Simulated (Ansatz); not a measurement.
# BeSe: the band gap up the ladder of functionals

One table from this session's results is given with a row withheld; the runs are named, their logs left out.

The runs shown are made with Ansatz 0.2.0. PAW datasets, plane waves. (Simulation; spin polarisation is off.)

### The cell

The cell was relaxed beforehand with r2SCAN.

It is cubic, F-43m (No. 216); a = 5.162 Å in the conventional setting, 17.19 Å³ an atom. Around Be lie 4 Se at 2.24 Å; around Se lie 4 Be at 2.24 Å.

Coordinates:

```xyz
2
Lattice="0.0000 2.5810 2.5810 2.5810 0.0000 2.5810 2.5810 2.5810 0.0000" Properties=species:S:1:pos:R:3 pbc="T T T"
Be    0.0000    0.0000    0.0000
Se    1.2905    1.2905    1.2905
```

The first run:

File input.yaml:

```yaml
crystal:
  lattice:
    - [0.0, 2.5810353788, 2.5810353788]
    - [2.5810353788, 0.0, 2.5810353788]
    - [2.5810353788, 2.5810353788, 0.0]
  atoms:
    - { symbol: Be, position: [0.0, 0.0, 0.0] }
    - { symbol: Se, position: [0.25, 0.25, 0.25] }
kpoints:
  mp_grid: { grid: [8, 8, 8] }
  band_path:
    path:
      - [[0.0, 0.0, 0.0], [-0.5, -0.5, -3.627515603761e-34], [-0.375, -0.375, 0.25]]
      - [[-0.375, -3.46750433711e-17, 0.375], [0.0, 0.0, 0.0], [-1.133686342717e-17, -1.133686342717e-17, 0.5], [-0.5, -0.25, 0.25], [-0.5, -0.5, -3.627515603761e-34]]
    npoints: 10
hamiltonian:
  xc: pbe
scf:
  occupations: { method: fermi_dirac, width: 0.02 }
  n_extra_bands: 4
output:
  forces: true
  stress: true
  eigenvalues: true
  write_density: true
  write_potential: true
  elf: true
  volumetric_format: npy
```

Run with:

```console
ansatz run input.yaml --threads 2 --pin off --max-ram 29491MiB --backend cpu --events-out ev --progress --plain --runs-dir out
```

Steps of the session up to this table: PBE band path; r2SCAN at the same geometry; HSE06 at the same geometry; PBE+SOC; Single point with PBE0; Single point with LDA; G0W0 on PBE; One-shot GW from PBE; DDH-PBE0; Single point with HSE06+SOC; LC-ωPBE; Single point with r2SCANh.

One of the session's tables, all rows but one given; the rest of the session is left out.

```
                     level  gap (eV)
                       PBE      2.66
                    r2SCAN      3.12
                     HSE06      3.49
                   PBE+SOC      2.51
                      PBE0      4.17
                       LDA         ?
G0W0@PBE (102 empty bands)      3.75
G0W0@PBE (254 empty bands)      3.90
                  DDH-PBE0      3.66
                 HSE06+SOC      3.34
                   LC-ωPBE      8.02
                   r2SCANh      3.65
```

**Question.** Estimate the row for LDA.

**Answer.** gap (eV): 2.50. In the column «gap (eV)» it is the lowest.

Meshes: PBE 8×8×8, r2SCAN 8×8×8, HSE06 6×6×6, PBE+SOC 8×8×8, PBE0 6×6×6, LDA 8×8×8, DDH-PBE0 6×6×6, HSE06+SOC 6×6×6, LC-ωPBE 6×6×6, r2SCANh 6×6×6.

What this shows: The gap runs from 2.50 eV (LDA) to 8.02 eV (LC-ωPBE). PBE reaches 68 % of the G0W0@PBE value, and r2SCAN 80 %. PBE0 lies 0.68 eV above HSE06, which differs from it by screening the long-range exchange. G0W0 here is at a finite number of bands, screening cutoff and k mesh, not at the basis limit.

Limits of these values: Warnings in the runs' records: stress scf threshold loose, stress exchange threshold loose.
